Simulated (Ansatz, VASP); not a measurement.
One calculation of MgS, two programs

INCAR

```
SYSTEM = MgS
  PREC = Accurate
  ENCUT = 520
  EDIFF = 1E-7
  ISMEAR = -1
  SIGMA = 0.05
  LREAL = .False.
  LASPH = .True.
  NELM = 100
  ALGO = Normal
  ISIF = 2
  LWAVE = .False.
  LCHARG = .False.
  GGA = PE
  NBANDS = 16
```

Contents of KPOINTS:

```
Automatic mesh
0
Gamma
  8 8 4
  0 0 0
```

File POSCAR:

```
MgS
1.0
    4.0877156323      0.0000000000      0.0000000000
   -2.0438578162      3.5400655811      0.0000000000
    0.0000000000      0.0000000000      6.5169393366
S Mg
2 2
Direct
    0.6666666667      0.3333333333      0.8792441500
    0.3333333333      0.6666666667      0.3792441500
    0.3333333333      0.6666666667      0.9957548500
    0.6666666667      0.3333333333      0.4957548500
```

File input.yaml:

```yaml
crystal:
  lattice:
    - [4.0877156323, 0.0, 0.0]
    - [-2.0438578162, 3.5400655811, 0.0]
    - [0.0, 0.0, 6.5169393366]
  atoms:
    - { symbol: S, position: [0.6666666667, 0.3333333333, 0.87924415] }
    - { symbol: S, position: [0.3333333333, 0.6666666667, 0.37924415] }
    - { symbol: Mg, position: [0.3333333333, 0.6666666667, 0.99575485] }
    - { symbol: Mg, position: [0.6666666667, 0.3333333333, 0.49575485] }
hamiltonian:
  xc: pbe
  pseudopotentials: { kind: paw }
kpoints:
  mp_grid: { grid: [8, 8, 4] }
scf:
  occupations: { method: fermi_dirac, width: 0.05 }
output:
  forces: true
  stress: true
  eigenvalues: true
  write_density: true
  write_potential: true
  elf: true
  volumetric_format: npy
```

Change from the starting cell: volume scaled by 1.04.

Alike in both runs: task single point; functional PBE; k mesh 8 × 8 × 4; occupations fermi-dirac, width 0.05 eV; no spin polarisation.

```csv
,VASP,Ansatz
version,VASP 6.6.1,Ansatz 0.2.0
potentials or method,"VASP PAW PBE potentials, release 64 (S, Mg)",Ansatz PAW
plane-wave cutoff (eV),520,420
valence electrons in the cell,16,32
```

|  | VASP | Ansatz | Ansatz less VASP |
| --- | --- | --- | --- |
| gap on the k mesh at the Fermi level (eV) | 3.24 | 3.25 | +0.009 |
| least direct gap on the mesh (eV) | 3.24 | 3.25 | +0.009 |
| pressure (GPa) | -1.2 | -1.1 | +0.15 |
| largest component of the traceless stress (GPa) | 0.06 | 0.07 | +0.011 |
| rms of the force components (eV/Å) | 0.030 | 0.030 | -0.0004 |

Atom by atom the forces differ by 0.000 eV/Å (rms over components). The two sets of potentials don't hold the same shells in valence.
